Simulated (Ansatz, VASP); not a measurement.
## One calculation of AlN, two programs

Contents of INCAR:

```
PREC = Accurate ; ENCUT = 520
EDIFF = 1E-6 ; ISMEAR = 0
SIGMA = 0.05 ; LREAL = F
LASPH = T ; NELM = 100
ALGO = Normal ; ISIF = 2
LWAVE = F ; LCHARG = T
GGA = PE ; LELF = T
LVHAR = T ; NBANDS = 16
```

Contents of KPOINTS:

```
Automatic mesh
0
Gamma
  12 12 7
```

POSCAR

```
AlN
1.0
    3.1595662708      0.0000000000      0.0000000000
   -1.5797831354      2.7362646554      0.0000000000
    0.0000000000      0.0000000000      5.0666310525
Al N
2 2
Direct
    0.6666666700      0.3333333300      0.4992870000
    0.3333333300      0.6666666700      0.9992870000
    0.6666666700      0.3333333300      0.8807130000
    0.3333333300      0.6666666700      0.3807130000
```

Input for Ansatz:

```yaml
crystal:
  lattice:
    - [3.1595662708, 0.0, 0.0]
    - [-1.5797831354, 2.7362646554, 0.0]
    - [0.0, 0.0, 5.0666310525]
  atoms:
    - { symbol: Al, position: [0.66666667, 0.33333333, 0.499287] }
    - { symbol: Al, position: [0.33333333, 0.66666667, 0.999287] }
    - { symbol: "N", position: [0.66666667, 0.33333333, 0.880713] }
    - { symbol: "N", position: [0.33333333, 0.66666667, 0.380713] }
hamiltonian:
  xc: pbe
  pseudopotentials:
    kind: all_electron
    lapw: { muffin_tin_radii: { Al: 0.958, "N": 0.783 } }
kpoints:
  mp_grid: { grid: [12, 12, 7] }
scf:
  occupations: { method: gaussian, width: 0.05 }
  convergence: { dr2_threshold: 1.0e-09 }
output:
  eigenvalues: true
basis:
  ecutwfc: 400
```

The cell is a database's computed one.

Alike in both runs: task single point; functional PBE; k mesh 12 × 12 × 7; occupations gaussian, width 0.05 eV; no spin polarisation.

|  | VASP | Ansatz |
| --- | --- | --- |
| version | VASP 6.6.1 | Ansatz 0.2.0 |
| potentials or method | VASP PAW PBE potentials, release 64 (Al, N) | all-electron LAPW, scalar-relativistic |
| plane-wave cutoff (eV) | 520 | see its input |

```tsv
	VASP	Ansatz	Ansatz less VASP
gap on the k mesh at the Fermi level (eV)	3.80	3.80	-0.002
least direct gap on the mesh (eV)	3.80	3.80	-0.002
```

Ansatz ran all-electron here, so the differences hold the error of VASP's frozen core and of both bases.

Caveats: an odd mesh through Γ misses points on the zone boundary, where band edges often lie.
